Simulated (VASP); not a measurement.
# Ge2Sb2Te5 (Cm) in VASP: a series of runs, part 2 of 2

VASP 6.6.1. Earlier steps stand in the parts before.

**4. Band structure, PBE**

INCAR

```
SYSTEM = Ge2Sb2Te5
ALGO = Fast
EDIFF = 1E-7
ENCUT = 520
GGA = PE
ISIF = 2
ISMEAR = -1
LASPH = .TRUE.
LCHARG = .FALSE.
LREAL = .FALSE.
LWAVE = .FALSE.
NBANDS = 44
NELM = 80
PREC = Accurate
SIGMA = 0.05
```

KPOINTS

```
k-points
0
G
  5 5 4
  0 0 0
```

POSCAR

```
Ge2Sb2Te5
1.0
    6.8391360000     -3.0660060000      0.0000000000
    6.8391360000      3.0660060000      0.0000000000
   -6.8309770000      0.0000000000      6.8476090000
Te Sb Ge
5 2 2
Direct
    0.5947020000      0.5947020000      0.3864330000
    0.7952880000      0.7952880000      0.1961120000
    0.0083240000      0.0083240000      0.0064350000
    0.2065190000      0.2065190000      0.8098030000
    0.3999590000      0.3999590000      0.5971180000
    0.9017080000      0.9017080000      0.5878730000
    0.1118700000      0.1118700000      0.4173520000
    0.2842870000      0.2842870000      0.1878300000
    0.4973430000      0.4973430000      0.0110440000
```

KPOINTS_OPT

```
path XGY,LGZ,NGM,RG
15
line-mode
reciprocal
-0.5000000000 -0.5000000000  0.5000000000  X
 0.0000000000  0.0000000000  0.0000000000  G

 0.0000000000  0.0000000000  0.0000000000  G
 0.0000000000  0.0000000000 -0.5000000000  Y

-0.5000000000 -0.5000000000  0.0000000000  L
 0.0000000000  0.0000000000  0.0000000000  G

 0.0000000000  0.0000000000  0.0000000000  G
 0.5000000000  0.0000000000  0.0000000000  Z

 0.0000000000 -0.5000000000  0.5000000000  N
 0.0000000000  0.0000000000  0.0000000000  G

 0.0000000000  0.0000000000  0.0000000000  G
 0.5000000000  0.0000000000 -0.5000000000  M

 0.0000000000 -0.5000000000  0.0000000000  R
 0.0000000000  0.0000000000  0.0000000000  G
```

Potentials or basis: VASP PAW PBE potentials, release 64 (Te, Sb, Ge_d).

The run is started by

```
cat potpaw_PBE.64/Te/POTCAR potpaw_PBE.64/Sb/POTCAR potpaw_PBE.64/Ge_d/POTCAR > POTCAR
mpirun -np 1 vasp_std > vasp.out
```

OUTCAR:

```text
SYSTEM = Ge2Sb2Te5
   EDIFF = 1E-7
   ENCUT = 520
   GGA = PE
   ISIF = 2
   ISMEAR = -1
   LASPH = .TRUE.
   LREAL = .FALSE.
   NELM = 80
   PREC = Accurate

 ion  position               nearest neighbor table
   1  0.595  0.595  0.386-   9 2.85   7 3.07   7 3.07   6 3.14   8 3.19
   2  0.795  0.795  0.196-   6 2.95   8 3.07   8 3.07   9 3.08   7 3.20
   3  0.008  0.008  0.006-   8 2.82   9 3.07   9 3.07   7 3.14   6 3.19
   4  0.207  0.207  0.810-   9 2.95   8 3.00   7 3.02   6 3.06
   5  0.400  0.400  0.597-   7 2.98   8 3.05   6 3.07   6 3.07   9 3.20
   6  0.902  0.902  0.588-   2 2.95   4 3.06   5 3.07   5 3.07   1 3.14   3 3.19
   7  0.112  0.112  0.417-   5 2.98   4 3.02   1 3.07   1 3.07   3 3.14   2 3.20
   8  0.284  0.284  0.188-   3 2.82   4 3.00   5 3.05   2 3.07   2 3.07   1 3.19
   9  0.497  0.497  0.011-   1 2.85   4 2.95   3 3.07   3 3.07   2 3.08   5 3.20

  LATTYP: Found a base centered monoclinic cell.
 ALAT       =    13.6782720000
 B/A-ratio  =     0.4483031190
 C/A-ratio  =     0.7071235363
 COS(beta)  =    -0.7062464773

  Lattice vectors:

 A1 = (   6.8391360000,  -3.0660060000,   0.0000000000)
 A2 = (   6.8391360000,   3.0660060000,   0.0000000000)
 A3 = (  -6.8309770000,   0.0000000000,   6.8476090000)
[... 202 lines left out ...]
      4     -19.3853      2.00000
      5     -19.3846      2.00000
      6     -19.3824      2.00000
[... 1117 lines left out ...]
     43       9.6487      0.00000
     44       9.9919      0.00000

 [... further k-points ...]

------------------------ aborting loop because EDIFF is reached ----------------------------------------

  FORCE on cell =-STRESS in cart. coord.  units (eV):
  Direction    XX          YY          ZZ          XY          YZ          ZX
  --------------------------------------------------------------------------------------
  -------------------------------------------------------------------------------------
  Total        0.1575265     -0.6684137     -0.0095251      0.0000000      0.0000000     -0.1857865
  in kB        0.8788626     -3.7291749     -0.0531417      0.0000000      0.0000000     -1.0365292
  external PRESSURE =      -0.9678180 kB  Pullay stress =       0.0000000 kB

 VOLUME and BASIS-vectors are now :
 -----------------------------------------------------------------------------
  energy-cutoff  :      520.00
  volume of cell :      287.17
      direct lattice vectors                 reciprocal lattice vectors
     6.839136000 -3.066006000  0.000000000     0.073108650 -0.163078611  0.072931078
     6.839136000  3.066006000  0.000000000     0.073108650  0.163078611  0.072931078
    -6.830977000  0.000000000  6.847609000     0.000000000  0.000000000  0.146036376

 POSITION                                       TOTAL-FORCE (eV/Angst)
 -----------------------------------------------------------------------------------
      5.49478      0.00000      2.64614         0.019168      0.000000      0.079087
      9.53853      0.00000      1.34290         0.005777      0.000000     -0.038068
      0.06990      0.00000      0.04406        -0.012776      0.000000      0.017704
     -2.70692      0.00000      5.54521         0.050427      0.000000     -0.048774
      1.39185      0.00000      4.08883         0.103355      0.000000     -0.009314
      8.31806      0.00000      4.02552         0.038336      0.000000     -0.116260
     -1.32073      0.00000      2.85786        -0.041258      0.000000      0.049688
      2.60549      0.00000      1.28619        -0.184434      0.000000     -0.028811
      6.72735      0.00000      0.07562         0.021405      0.000000      0.094747
 -----------------------------------------------------------------------------------
    total drift:                               -0.000724     -0.000000      0.000826

  FREE ENERGIE OF THE ION-ELECTRON SYSTEM (eV)
  ---------------------------------------------------
  free  energy   TOTEN  =       -33.5807145406 eV

  energy  without entropy=      -33.5754844439  energy(sigma->0) =      -33.57809949
```

OSZICAR:

```text
N       E                     dE             d eps       ncg     rms          rms(c)
DAV:   1     0.602045880174E+03    0.60205E+03   -0.27148E+04  3604   0.202E+03
DAV:   2     0.628633855534E+02   -0.53918E+03   -0.51744E+03  3160   0.575E+02
[... 51 lines left out ...]
       N       E                     dE             ncg
DAV:   1     0.224153358715E+05    0.64018E+02      656
DAV:   2     0.192619250647E+05   -0.31534E+04      584
DAV:   3     0.187318668662E+05   -0.53006E+03      604
DAV:   4     0.186998164133E+05   -0.32050E+02      664
DAV:   5     0.186987058288E+05   -0.11106E+01      768
DAV:   6     0.186986723194E+05   -0.33509E-01      768
DAV:   7     0.186986714236E+05   -0.89574E-03      808
DAV:   8     0.186986714040E+05   -0.19573E-04      768
DAV:   9     0.186986714035E+05   -0.50362E-06      624
DAV:  10     0.186986714035E+05   -0.16789E-07      472
```

It took 31 min on 1 thread of Intel Xeon Platinum 8488C (Sapphire Rapids), shared host; peak memory 0.76 GiB.

What came out:

- Free energy: -33.5807 eV
- Pressure: -0.1 GPa
- Largest force: 0.187 eV/Å
- Band gap on the k mesh: 0.26 eV, indirect (least direct gap 0.32 eV)
- Band gap along the path: 0.05 eV, direct

Forces in eV/Å, atoms in the order of the input:
```
Te   0.019  0.000  0.079
Te   0.006  0.000 -0.038
Te  -0.013  0.000  0.018
Te   0.050  0.000 -0.049
Te   0.103  0.000 -0.009
Sb   0.038  0.000 -0.116
Sb  -0.041  0.000  0.050
Ge  -0.184  0.000 -0.029
Ge   0.021  0.000  0.095
```

Levels at the corners of the path, in eV from the valence-band top:
| point | band 30 | band 31 | band 32 | band 33 | band 34 | band 35 | band 36 | band 37 | band 38 | band 39 |
| --- | --- | --- | --- | --- | --- | --- | --- | --- | --- | --- |
| X | -1.37 | -0.74 | -0.71 | -0.58 | -0.31 | 0.67 | 1.48 | 2.05 | 2.33 | 2.66 |
| Γ | -1.42 | -0.79 | -0.50 | -0.42 | -0.41 | 1.04 | 1.34 | 2.43 | 2.47 | 3.45 |
| Γ | -1.42 | -0.79 | -0.50 | -0.42 | -0.41 | 1.04 | 1.34 | 2.43 | 2.47 | 3.45 |
| Y | -1.33 | -0.74 | -0.70 | -0.62 | -0.30 | 0.69 | 1.46 | 1.83 | 2.55 | 2.77 |
| L | -2.32 | -2.26 | -0.84 | -0.80 | -0.78 | 2.14 | 2.64 | 2.81 | 3.06 | 3.27 |
| Γ | -1.42 | -0.79 | -0.50 | -0.42 | -0.41 | 1.04 | 1.34 | 2.43 | 2.47 | 3.45 |
| Γ | -1.42 | -0.79 | -0.50 | -0.42 | -0.41 | 1.04 | 1.34 | 2.43 | 2.47 | 3.45 |
| Z | -0.97 | -0.76 | -0.70 | -0.54 | 0.00 | 0.05 | 0.58 | 0.69 | 1.17 | 1.35 |
| N | -0.93 | -0.76 | -0.69 | -0.61 | -0.03 | 0.26 | 0.39 | 0.72 | 1.14 | 1.43 |
| Γ | -1.42 | -0.79 | -0.50 | -0.42 | -0.41 | 1.04 | 1.34 | 2.43 | 2.47 | 3.45 |
| Γ | -1.42 | -0.79 | -0.50 | -0.42 | -0.41 | 1.04 | 1.34 | 2.43 | 2.47 | 3.45 |
| M | -0.93 | -0.76 | -0.69 | -0.61 | -0.03 | 0.26 | 0.39 | 0.72 | 1.14 | 1.43 |
| R | -0.97 | -0.76 | -0.70 | -0.54 | 0.00 | 0.05 | 0.58 | 0.69 | 1.17 | 1.35 |
| Γ | -1.42 | -0.79 | -0.50 | -0.42 | -0.41 | 1.04 | 1.34 | 2.43 | 2.47 | 3.45 |

Caveat: spin-orbit coupling is left out, which moves the levels of the heavy elements; the mesh misses the band edges, which the band path finds closer together.

**5. Equation of state, LDA, 28.19 Å³/atom (a relaxed cell with its volume scaled by 0.96)**

INCAR

```
PREC = Accurate ; ENCUT = 520
EDIFF = 1E-7 ; ISMEAR = 0
SIGMA = 0.02 ; LREAL = F
LASPH = T ; NELM = 80
ALGO = Fast ; ISIF = 2
LWAVE = F ; LCHARG = F
KPAR = 4
```

KPOINTS

```
regular mesh
0
Gamma
  4 4 4
```

POSCAR

```
Ge2Sb2Te5                               
1.0
    6.5963058896     -2.9420745795     -0.0363767796
    6.5963058896      2.9420745795     -0.0363767796
   -6.6248134705      0.0000000000      6.5728829504
  Te              Sb              Ge            
     5     2     2
Direct
     0.5937400464808864    0.5937400464808864    0.3823781919487625
     0.7986890491419373    0.7986890491419373    0.1882589985564238
     0.0054138798543627    0.0054138798543627    0.0007136702676122
     0.2134783846897617    0.2134783846897617    0.8167595343822713
     0.4119222820590267    0.4119222820590267    0.6032920316096125
     0.8922559538213447    0.8922559538213447    0.5829601612635755
     0.1082984882866250    0.1082984882866250    0.4246076662510260
     0.2861044542502701    0.2861044542502701    0.2024560464233928
     0.4900974614157902    0.4900974614157902    0.9985736992973258
```

Potentials or basis: VASP PAW LDA potentials, release 64 (Te, Sb, Ge_d).

The run is started by

```
cat potpaw_LDA.64/Te/POTCAR potpaw_LDA.64/Sb/POTCAR potpaw_LDA.64/Ge_d/POTCAR > POTCAR
mpirun -np 4 vasp_std > vasp.out
```

It took 97 s on 4 MPI ranks of AMD EPYC 9R14 (Zen 4), shared host; peak memory 0.46 GiB.

It converged, with:

```
Free energy            : -39.4052 eV
Pressure               : 2.5 GPa
Largest force          : 0.240 eV/Å
Band gap on the k mesh : 0.23 eV, indirect (least direct gap 0.31 eV)
```

Caveat: spin-orbit coupling is left out, which moves the levels of the heavy elements.

**6. Equation of state, LDA, 28.78 Å³/atom (a relaxed cell with its volume scaled by 0.98)**

INCAR is that of step 5.

KPOINTS is that of step 5.

POSCAR: that of step 5 with these lines changed.

```diff
@@ -2,5 +2,5 @@
 1.0
-    6.5963058896     -2.9420745795     -0.0363767796
-    6.5963058896      2.9420745795     -0.0363767796
-   -6.6248134705      0.0000000000      6.5728829504
+    6.6417990919     -2.9623653902     -0.0366276618
+    6.6417990919      2.9623653902     -0.0366276618
+   -6.6705032831      0.0000000000      6.6182146102
   Te              Sb              Ge
```

Potentials or basis: VASP PAW LDA potentials, release 64 (Te, Sb, Ge_d).

The run is started by

```
cat potpaw_LDA.64/Te/POTCAR potpaw_LDA.64/Sb/POTCAR potpaw_LDA.64/Ge_d/POTCAR > POTCAR
mpirun -np 4 vasp_std > vasp.out
```

Run time: 93 s. Hardware: 4 MPI ranks of AMD EPYC 9R14 (Zen 4), shared host; peak memory 0.48 GiB.

It converged, with:

```
Free energy            : -39.4664 eV
Pressure               : 1.2 GPa
Largest force          : 0.115 eV/Å
Band gap on the k mesh : 0.24 eV, indirect (least direct gap 0.30 eV)
```

Caveat: spin-orbit coupling is left out, which moves the levels of the heavy elements.

**7. Equation of state, LDA, 29.36 Å³/atom**

INCAR is that of step 6.

KPOINTS is that of step 6.

POSCAR: that of step 6 with these lines changed.

```diff
@@ -2,5 +2,5 @@
 1.0
-    6.6417990919     -2.9623653902     -0.0366276618
-    6.6417990919      2.9623653902     -0.0366276618
-   -6.6705032831      0.0000000000      6.6182146102
+    6.6866774742     -2.9823819798     -0.0368751536
+    6.6866774742      2.9823819798     -0.0368751536
+   -6.7155756184      0.0000000000      6.6629336330
   Te              Sb              Ge
```

The run is started by

```
cat potpaw_LDA.64/Te/POTCAR potpaw_LDA.64/Sb/POTCAR potpaw_LDA.64/Ge_d/POTCAR > POTCAR
mpirun -np 4 vasp_std > vasp.out
```

Wall time 96 s (4 MPI ranks of AMD EPYC 9R14 (Zen 4), shared host); peak memory 0.48 GiB.

Results (log left out):

- Free energy: -39.4861 eV
- Pressure: 0.0 GPa
- Largest force: 0.004 eV/Å
- Band gap on the k mesh: 0.24 eV, indirect (least direct gap 0.29 eV)

Caveat: spin-orbit coupling is left out, which moves the levels of the heavy elements.

**8. Equation of state, LDA, 29.95 Å³/atom (a relaxed cell with its volume scaled by 1.02)**

INCAR is that of step 7.

KPOINTS is that of step 7.

POSCAR: that of step 7 with these lines changed.

```diff
@@ -2,5 +2,5 @@
 1.0
-    6.6866774742     -2.9823819798     -0.0368751536
-    6.6866774742      2.9823819798     -0.0368751536
-   -6.7155756184      0.0000000000      6.6629336330
+    6.7309613970     -3.0021334294     -0.0371193670
+    6.7309613970      3.0021334294     -0.0371193670
+   -6.7600509253      0.0000000000      6.7070603072
   Te              Sb              Ge
```

The run is started by

```
cat potpaw_LDA.64/Te/POTCAR potpaw_LDA.64/Sb/POTCAR potpaw_LDA.64/Ge_d/POTCAR > POTCAR
mpirun -np 4 vasp_std > vasp.out
```

Run time: 96 s. Hardware: 4 MPI ranks of AMD EPYC 9R14 (Zen 4), shared host; peak memory 0.5 GiB.

Results (log left out):

* Free energy: -39.4685 eV
* Pressure: -1.1 GPa
* Largest force: 0.108 eV/Å
* Band gap on the k mesh: 0.24 eV, indirect (least direct gap 0.28 eV)

Caveat: spin-orbit coupling is left out, which moves the levels of the heavy elements.

**9. Equation of state, LDA, 30.54 Å³/atom (a relaxed cell with its volume scaled by 1.04)**

INCAR is that of step 8.

KPOINTS is that of step 8.

POSCAR: that of step 8 with these lines changed.

```diff
@@ -2,5 +2,5 @@
 1.0
-    6.7309613970     -3.0021334294     -0.0371193670
-    6.7309613970      3.0021334294     -0.0371193670
-   -6.7600509253      0.0000000000      6.7070603072
+    6.7746701633     -3.0216283486     -0.0373604086
+    6.7746701633      3.0216283486     -0.0373604086
+   -6.8039485899      0.0000000000      6.7506138673
   Te              Sb              Ge
```

Potentials or basis: VASP PAW LDA potentials, release 64 (Te, Sb, Ge_d).

The run is started by

```
cat potpaw_LDA.64/Te/POTCAR potpaw_LDA.64/Sb/POTCAR potpaw_LDA.64/Ge_d/POTCAR > POTCAR
mpirun -np 4 vasp_std > vasp.out
```

Run time: 99 s. Hardware: 4 MPI ranks of AMD EPYC 9R14 (Zen 4), shared host; peak memory 0.51 GiB.

It converged, with:

* Free energy: -39.4175 eV
* Pressure: -2.0 GPa
* Largest force: 0.207 eV/Å
* Band gap on the k mesh: 0.24 eV, indirect (least direct gap 0.27 eV)

Caveat: spin-orbit coupling is left out, which moves the levels of the heavy elements.

**10. Equation of state, LDA**

This run uses another cell than the first one, of 29.36 Å³/atom, 0.920 times its volume.

No new run: the results of the series are fitted here.

Results:

```
Equilibrium volume                        : 29.37 Å³/atom
Bulk modulus at fixed shape and positions : 56 GPa
Pressure derivative of the bulk modulus   : 4.5 (rough: it moves with the points fitted)
```

Energy against volume, from the lowest point:
```
volume (Å³/atom)  energy (meV/atom)
          28.189               8.99
          28.776               2.19
          29.363               0.00
          29.951               1.95
          30.538               7.62
```

Caveat: the cell was scaled at fixed shape and fractional positions, which overstates the stiffness of a crystal with free parameters, most of all of layers and chains. The run has no spin-orbit coupling, so splittings on Sb, Te are missing.

**11. For comparison**

An earlier run on the cell as given: functional PBEsol; potentials or basis VASP PAW PBE potentials, release 64 (Te, Sb, Ge_d); cutoff 520 eV; k mesh 5 × 5 × 4; occupations fermi-dirac, width 0.05 eV; no spin polarisation.

* Pressure: -2.4 GPa
* Largest force: 0.208 eV/Å
* Band gap on the k mesh: 0.25 eV, indirect (least direct gap 0.32 eV)

**12. Summary**

```tsv
task	level	potentials or basis	cell	k mesh	smearing	ladder	gap on the mesh (eV)	pressure (GPa)	largest force (eV/Å)
band structure	LDA	VASP PAW LDA potentials, release 64 (Te, Sb, Ge_d)	Cm, 31.91 Å³/atom	4 × 4 × 3	fermi-dirac 0.05 eV	-	0.07	-3.5	0.18
band structure	PBE	VASP PAW PBE potentials, release 64 (Te, Sb, Ge_d)	Cm, 31.91 Å³/atom	4 × 4 × 3	fermi-dirac 0.05 eV	-	0.06	-0.2	0.15
band structure	PBE	VASP PAW PBE potentials, release 64 (Te, Sb, Ge_d)	Cm, 31.91 Å³/atom	5 × 5 × 4	fermi-dirac 0.05 eV	-	0.26	-0.1	0.19
equation of state	LDA	VASP PAW LDA potentials, release 64 (Te, Sb, Ge_d)	Cm, 29.36 Å³/atom	4 × 4 × 4	gaussian 0.02 eV	gaps	-	-	-
single point	PBEsol	VASP PAW PBE potentials, release 64 (Te, Sb, Ge_d)	Cm, 31.91 Å³/atom	5 × 5 × 4	fermi-dirac 0.05 eV	free	0.25	-2.4	0.21
```

Alike in all rows: no spin polarisation; cutoff (eV) 520.

Caveats: spin-orbit coupling is left out, which moves the levels of the heavy elements (some runs); the mesh misses the band edges, which the band path finds closer together (some runs); the cell was scaled at fixed shape and fractional positions, which overstates the stiffness of a crystal with free parameters, most of all of layers and chains (some runs); the PAW data sets were made with another functional, which shifts forces and pressure a little (some runs); an odd mesh through Γ misses points on the zone boundary, where band edges often lie (some runs).

Absolute energies hang on the potentials; compare differences alone.
